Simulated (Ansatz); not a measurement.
**A vibration from a frozen displacement in MgS**

These are results of DFT PBEsol, scalar-relativistic, plane waves, PAW (Ansatz), not measurements. Settings: plane waves to 420 eV, k-mesh 8×8×8 (Γ-centred), Gaussian smearing 0.05 eV. No spin polarisation. Energies are free energies at this smearing, counted from the undisturbed cell; pressure is positive in compression.

The undisturbed cell (as given, not relaxed at this level; it stands at -0.9 GPa):

```
Mg S
1.0
     0.00000    2.60165    2.60165
     2.60165    0.00000    2.60165
     2.60165    2.60165    0.00000
Mg S
1 1
Direct
  0.00000 0.00000 0.00000
  0.50000 0.50000 0.50000
```

Every Mg atom is moved by x along the Cartesian unit vector (0.707, 0.707, 0.000); the cell and all other atoms stay fixed. The cell's volume is 35.22 Å³; the moved atoms weigh 24.305 u together and the others 32.060 u. Some rows repeat others by symmetry and weren't run.

| x (Å) | ΔE (meV/cell) | total force on the moved atoms along the move (eV/Å) | pressure (GPa) |
| --- | --- | --- | --- |
| -0.1000 | 14.05 | 0.2833 | -0.6069 |
| -0.0875 | 10.74 | 0.2469 | -0.6839 |
| -0.0750 | 7.88 | 0.2110 | -0.7506 |
| -0.0625 | 5.46 | 0.1754 | -0.8070 |
| -0.0500 | 3.49 | 0.1400 | -0.8532 |
| -0.0375 | 1.96 | 0.1048 | -0.8891 |
| -0.0250 | 0.87 | 0.0697 | -0.9148 |
| -0.0125 | 0.22 | 0.0349 | -0.9301 |
| 0.0000 | 0.00 | 0.0000 | -0.9353 |
| 0.0125 | 0.22 | -0.0349 | -0.9301 |
| 0.0250 | 0.87 | -0.0697 | -0.9148 |
| 0.0375 | 1.96 | -0.1048 | -0.8891 |
| 0.0500 | 3.49 | -0.1400 | -0.8532 |
| 0.0625 | 5.46 | -0.1754 | -0.8070 |
| 0.0750 | 7.88 | -0.2110 | -0.7506 |
| 0.0875 | 10.74 | -0.2469 | -0.6839 |
| 0.1000 | 14.05 | -0.2833 | -0.6069 |

Problem. What frequency belongs to this motion?

Solution. The force constant is k = −dF/dx = 2.794 eV/Å², from the parabola through x = -0.0125, 0 and 0.0125. In every cell the moved atoms swing against the rest, so the mass is μ = m₁m₂/(m₁ + m₂) = 13.825 u, and ν̃ = 521.5 cm⁻¹ × √(|k|/μ) = 234 cm⁻¹. To first order in x, and within 1 %, the force on every atom lies along the move and, within each of the two groups, in proportion to the atom's mass, so this is itself a mode at the zone centre of this cell, taken without macroscopic field (the transverse frequency in a polar insulator).

Problem. How far does the harmonic law reach?

Solution. At x = -0.100 Å, kx²/2 = 13.97 meV against the computed 14.05 meV (+0.6 %): the well is still close to harmonic there.